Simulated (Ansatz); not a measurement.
**CdTe: the band gap up the ladder of functionals**

An exercise on one series of results from a longer session: the logs are not shown, and one member is left open.

The runs shown are made with Ansatz 0.2.0. PAW datasets, plane waves. (Simulation; spin polarisation is off.)

### The cell

The cell was relaxed beforehand with r2SCAN.

The symmetry is F-43m (No. 216, cubic); a = 6.560 Å in the conventional setting, 35.29 Å³ an atom. Near Cd stand 4 Te at 2.84 Å; near Te stand 4 Cd at 2.84 Å.

As a file:

```cif
data_structure
_symmetry_space_group_name_H-M 'F-43m'
_symmetry_Int_Tables_number 216
_cell_length_a 6.5599
_cell_length_b 6.5599
_cell_length_c 6.5599
_cell_angle_alpha 90.000
_cell_angle_beta 90.000
_cell_angle_gamma 90.000
_cell_volume 282.29
loop_
_atom_site_label
_atom_site_type_symbol
_atom_site_symmetry_multiplicity
_atom_site_Wyckoff_symbol
_atom_site_fract_x
_atom_site_fract_y
_atom_site_fract_z
_atom_site_occupancy
Cd1 Cd 4 a 0.00000 0.00000 0.00000 1
Te1 Te 4 d 0.25000 0.25000 0.75000 1
```

Set-up of the first run:

File input.yaml:

```yaml
crystal:
  lattice:
    - [0.0, 3.2799551161, 3.2799551161]
    - [3.2799551161, 0.0, 3.2799551161]
    - [3.2799551161, 3.2799551161, 0.0]
  atoms:
    - { symbol: Cd, position: [0.0, 0.0, 0.0] }
    - { symbol: Te, position: [0.25, 0.25, 0.25] }
kpoints:
  mp_grid: { grid: [6, 6, 6] }
  band_path:
    path:
      - [[0.0, 0.0, 0.0], [-0.5, -0.5, -1.320465090114e-33], [-0.375, -0.375, 0.25]]
      - [[-0.375, 3.246585252818e-17, 0.375], [0.0, 0.0, 0.0], [-1.581609674407e-17, -1.581609674407e-17, 0.5], [-0.5, -0.25, 0.25], [-0.5, -0.5, -1.320465090114e-33]]
    npoints: 10
hamiltonian:
  xc: pbe
scf:
  occupations: { method: fermi_dirac, width: 0.02 }
  n_extra_bands: 4
output:
  forces: true
  stress: true
  eigenvalues: true
```

Run with:

```console
> ansatz run input.yaml --threads 4 --pin off --max-ram 7372MiB --backend cpu --events-out ev --progress --plain --runs-dir out
```

Among the steps run: Band structure with PBE; Single point with r2SCAN; Single point with HSE06; Single point with PBE+SOC; Single point with PBE0; LDA at the same geometry; Quasiparticle levels, G0W0@PBE; DDH-PBE0 at the same geometry; Single point with HSE06+SOC; r2SCANh; LC-ωPBE.

One table of the session follows, with a row left open; its other results are not shown here.

```
                     level  gap (eV)
                       PBE      0.66
                    r2SCAN      1.16
                     HSE06      1.53
                   PBE+SOC      0.39
                      PBE0      2.16
                       LDA      0.40
G0W0@PBE (210 empty bands)      1.23
G0W0@PBE (522 empty bands)      1.21
                  DDH-PBE0      1.31
                 HSE06+SOC      1.23
                   r2SCANh         ?
                   LC-ωPBE      6.01
```

**Question.** Estimate the row for r2SCANh.

The run gave: gap (eV): 1.66. In the column «gap (eV)» it lies between HSE06 (1.53) and PBE0 (2.16).

Meshes: PBE 6×6×6, r2SCAN 6×6×6, HSE06 4×4×4, PBE+SOC 6×6×6, PBE0 4×4×4, LDA 6×6×6, DDH-PBE0 4×4×4, HSE06+SOC 4×4×4, r2SCANh 4×4×4, LC-ωPBE 4×4×4.

Caveats from the session: Warnings in the runs' records: stress exchange threshold loose, stress scf threshold loose.
